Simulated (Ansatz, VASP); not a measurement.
Two plane-wave programs on C

Contents of INCAR:

```
SYSTEM = C
ALGO = Fast
EDIFF = 1E-6
ENCUT = 520
GGA = PS
ISIF = 2
ISMEAR = 0
LASPH = .True.
LCHARG = .False.
LREAL = .False.
LWAVE = .False.
NBANDS = 16
NELM = 60
PREC = Accurate
SIGMA = 0.1
```

The input KPOINTS:

```
k-points
0
Gamma
  6 6 6
  0 0 0
```

Contents of POSCAR:

```
C
1.0
    1.3954940286     -4.4267937464      0.0000000000
    1.3954940286      4.4267937464      0.0000000000
    0.0000000000      0.0000000000      3.6932107827
C
4
Direct
    0.0980000000      0.9020000000      0.9100000000
    0.5980000000      0.4020000000      0.5900000000
    0.9020000000      0.0980000000      0.0900000000
    0.4020000000      0.5980000000      0.4100000000
```

Input for Ansatz:

```yaml
crystal:
  lattice:
    - [1.3954940286, -4.4267937464, 0.0]
    - [1.3954940286, 4.4267937464, 0.0]
    - [0.0, 0.0, 3.6932107827]
  atoms:
    - { symbol: C, position: [0.098, 0.902, 0.91] }
    - { symbol: C, position: [0.598, 0.402, 0.59] }
    - { symbol: C, position: [0.902, 0.098, 0.09] }
    - { symbol: C, position: [0.402, 0.598, 0.41] }
basis:
  ecutwfc: 420
kpoints:
  mp_grid: { grid: [6, 6, 6] }
hamiltonian:
  xc: pbesol
scf:
  occupations: { method: gaussian, width: 0.1 }
  lower_state_search: "off"
output:
  forces: true
  stress: true
  eigenvalues: true
```

Alike in both runs: task single point; functional PBEsol; k mesh 6 × 6 × 6; occupations gaussian, width 0.1 eV; no spin polarisation.

```csv
,VASP,Ansatz
version,VASP 6.6.1,Ansatz 0.2.0
potentials or method,"VASP PAW PBE potentials, release 64 (C)","scalar-relativistic, plane waves, PAW"
plane-wave cutoff (eV),520,420
valence electrons in the cell,16,16
```

|  | VASP | Ansatz | Ansatz less VASP |
| --- | --- | --- | --- |
| gap on the k mesh at the Fermi level (eV) | none | none | - |
| rms of the force components (eV/Å) | 3.369 | 3.376 | +0.0066 |

Atom by atom the forces differ by 0.007 eV/Å (rms over components). A gap of «none» marks a metal or a gap that the smearing closes.

Caveats: the k mesh is coarse (spacing up to 0.39 Å⁻¹), so the values aren't converged; the PAW data sets were made with another functional, which shifts forces and pressure a little (VASP).
